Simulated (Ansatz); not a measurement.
**Mo: a tetragonal deformation path**

The task here is to estimate one member of a computed series from the others.

The COD entry's cell or inner coordinates are ideal or old and differ from later refinements, so a difference from it is no clean test against experiment.

Computed with Ansatz 0.2.0 (DFT PBEsol, scalar-relativistic, plane waves, PAW, unless a step's input says otherwise).

### The structure to begin with

It takes space group Im-3m (No. 229, cubic). The conventional cell has a = 3.142 Å, b = 3.142 Å, c = 3.142 Å, α = 90.00°, β = 90.00°, γ = 90.00°. Mo (site symmetry m-3m) is surrounded by 8 Mo at 2.72 Å.

As a file:

```cif
data_structure
_symmetry_space_group_name_H-M 'Im-3m'
_symmetry_Int_Tables_number 229
_cell_length_a 3.1420
_cell_length_b 3.1420
_cell_length_c 3.1420
_cell_angle_alpha 90.000
_cell_angle_beta 90.000
_cell_angle_gamma 90.000
_cell_volume 31.02
loop_
_atom_site_label
_atom_site_type_symbol
_atom_site_symmetry_multiplicity
_atom_site_Wyckoff_symbol
_atom_site_fract_x
_atom_site_fract_y
_atom_site_fract_z
_atom_site_occupancy
Mo1 Mo 2 a 0.00000 0.00000 0.00000 1
```

No relaxation comes first: the listed cell is the starting point.

### Zero of energy

Reference values: F = -4897.4716 eV; pressure -3.21 GPa; largest force 0.000 eV/Å; gap on the mesh none (metal). It was computed beforehand with the settings of the runs below.

The first run:

At fixed volume and fractional coordinates, lengths along (0.000, 0.000, 1.000) are scaled against those across it; ρ is that ratio over its starting value.

input.yaml reads:

```yaml
crystal:
  lattice:
    - [-1.7634766507, 1.7634766507, 1.2467779921]
    - [1.7634766507, -1.7634766507, 1.2467779921]
    - [1.7634766507, 1.7634766507, -1.2467779921]
  atoms:
    - { symbol: Mo, position: [0.0, 0.0, 0.0] }
basis:
  ecutwfc: 420
kpoints:
  mp_grid: { grid: [24, 24, 24] }
hamiltonian:
  xc: pbesol
scf:
  occupations: { method: gaussian, width: 0.15 }
output:
  forces: true
  stress: true
  eigenvalues: true
```

Started as:

```sh
$ ansatz run input.yaml --threads 1 --pin off --max-ram 2560MiB --backend cpu --events-out ev --progress --plain --runs-dir out
```

Steps of the session up to this table: ρ = 0.707; Point ρ = 1.414; At ρ = 0.850; Point ρ = 1.200; ρ = 0.780; At ρ = 1.300; Point ρ = 0.920; At ρ = 1.100; Point ρ = 0.650; Point ρ = 1.500; At ρ = 0.960; Point ρ = 1.050.

One table of the session follows, with a row left open; its other results are not shown here.

| ρ | ΔE (meV/atom) | pressure (GPa) |
| --- | --- | --- |
| 0.650 | 886.0 | 18.0 |
| 0.707 | 611.0 | 10.0 |
| 0.780 | 415.5 | 3.6 |
| 0.850 | ? | ? |
| 0.920 | 70.5 | -2.2 |
| 0.960 | 16.9 | -3.0 |
| 1.000 | 0.0 | -3.2 |
| 1.050 | 23.3 | -2.9 |
| 1.100 | 85.4 | -2.1 |
| 1.200 | 256.1 | -0.1 |
| 1.300 | 380.5 | 0.5 |
| 1.414 | 429.3 | 0.5 |
| 1.500 | 411.0 | 0.6 |

Q: Estimate the row for ρ = 0.850 from the others.

Worked estimate for «ΔE (meV/atom)». A straight line through the neighbours (0.780, 415.5) and (0.920, 70.5) gives 415.5 + (70.5 − 415.5) × (0.850 − 0.780) / (0.920 − 0.780) = 243.0; a parabola fitted to 4 rows on both sides gives 233.1.

The run gave: ΔE (meV/atom): 238.1; pressure (GPa): -0.1. In «ΔE (meV/atom)» the line misses by +4.9 and the parabola by -5.0.
